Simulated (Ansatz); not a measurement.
**Energy ranking of TaN structures**

All numbers below come from DFT PBE, scalar-relativistic, plane waves, PAW (Ansatz 0.2.0). All cells share a 420 eV cutoff and Γ-centred k meshes spaced at most about 0.3 Å⁻¹ (about 0.25 or finer for metals, 2π included). No spin polarisation.

Energies over the elements count from the elements' standard structures at the same level (N₂ as a molecule), with no fitted energy shifts.

All energies are static (0 K, no zero-point motion). The comparison covers the computed candidates alone. Spin–orbit coupling, which can matter for Ta, is left out.

Invented guesses and database cells were relaxed alike, and ends that match in structure were merged. ΔE counts from the first row. Coordination counts N atoms around Ta (those within 1.25 times the shortest such distance or 1.15 times the sum of covalent radii; a slash parts the counts of unlike sites). The ends were matched against large subsets of the Crystallography Open Database and the Materials Project, so a missing match doesn't prove that a structure is unreported.

| # | reached from | type and space group | atoms | Å³/atom | coordination | ΔE (meV/atom) | gap on mesh (eV) | in databases | checks |
| --- | --- | --- | --- | --- | --- | --- | --- | --- | --- |
| 1 | a Materials Project cell | P-62m (No. 189) | 6 | 11.5 | Ta 3/6 | 0 | 0.00 | Materials Project | - |
| 2 | a cell as deposited in COD | tungsten carbide, P-6m2 (No. 187) | 2 | 10.9 | Ta 6 | 31 | 0.00 | COD | no imaginary mode at Γ (other wave vectors untested) |
| 3 | a cell as deposited in COD | P6_3/mmc (No. 194) | 4 | 10.9 | Ta 6 | 247 | 0.00 | COD | - |
| 4 | a cell as deposited in COD | rock salt, Fm-3m (No. 225) | 2 | 10.8 | Ta 6 | 338 | 0.00 | COD | - |
| 5 | a known structure type | wurtzite, P6_3mc (No. 186) | 4 | 13.1 | Ta 4 | 408 | 0.00 | matches a COD cell | - |
| 6 | a cell as deposited in COD | P6/mmm (No. 191) | 6 | 11.7 | Ta 6 | 448 | 0.00 | COD | - |

The lowest: Space group P-62m (No. 189), hexagonal, a = 5.226 Å, c = 2.922 Å. Around Ta on a site of symmetry -62m lie 3 N at 2.05 Å and 2 Ta at 2.92 Å; around Ta on a site of symmetry -6 lie 6 N at 2.17 Å and 5 Ta at 2.92–3.02 Å; N is surrounded by 5 Ta at 2.05–2.17 Å. Its energy over the elements is −1.16 eV/atom. Whether it is stable depends on the other phases of the system, which aren't compared here. The Crystallography Open Database (COD) lists a cell that the form in P-6m2 (No. 187) matches; that form lies 31 meV/atom higher at this level, which the functional's error, temperature or pressure may reverse in nature.

Space group P-62m (No. 189). a = 5.226 Å, b = 5.226 Å, c = 2.922 Å, α = 90.00°, β = 90.00°, γ = 120.00°
| atom | site | symmetry | x | y | z |
| --- | --- | --- | --- | --- | --- |
| Ta | 1a | -62m | 0.0000 | 0.0000 | 0.0000 |
| Ta | 2d | -6.. | 0.3333 | 0.6667 | 0.5000 |
| N | 3f | m2m | 0.3925 | 0.0000 | 0.0000 |

The second: Space group P-6m2 (No. 187), hexagonal, a = 2.950 Å, c = 2.898 Å. Ta is surrounded by 6 N at 2.24 Å and 8 Ta at 2.90–2.95 Å; N is surrounded by 6 Ta at 2.24 Å. Counting N atoms around Ta, the first has Ta 3/6 and the second has Ta 6. Shaken at random and relaxed again, row 2 came back. Cells without such a test can be saddle points.

```cif
data_structure
_symmetry_space_group_name_H-M 'P 1'
_symmetry_Int_Tables_number 1
_cell_length_a 2.9502
_cell_length_b 2.9502
_cell_length_c 2.8978
_cell_angle_alpha 90.000
_cell_angle_beta 90.000
_cell_angle_gamma 120.000
_cell_volume 21.84
loop_
_atom_site_label
_atom_site_type_symbol
_atom_site_fract_x
_atom_site_fract_y
_atom_site_fract_z
_atom_site_occupancy
Ta1 Ta 0.00000 0.00000 0.50000 1
N1 N 0.66667 0.33333 0.00000 1
```

Some types were kept out of the candidates beforehand, so the set may lack a known form.
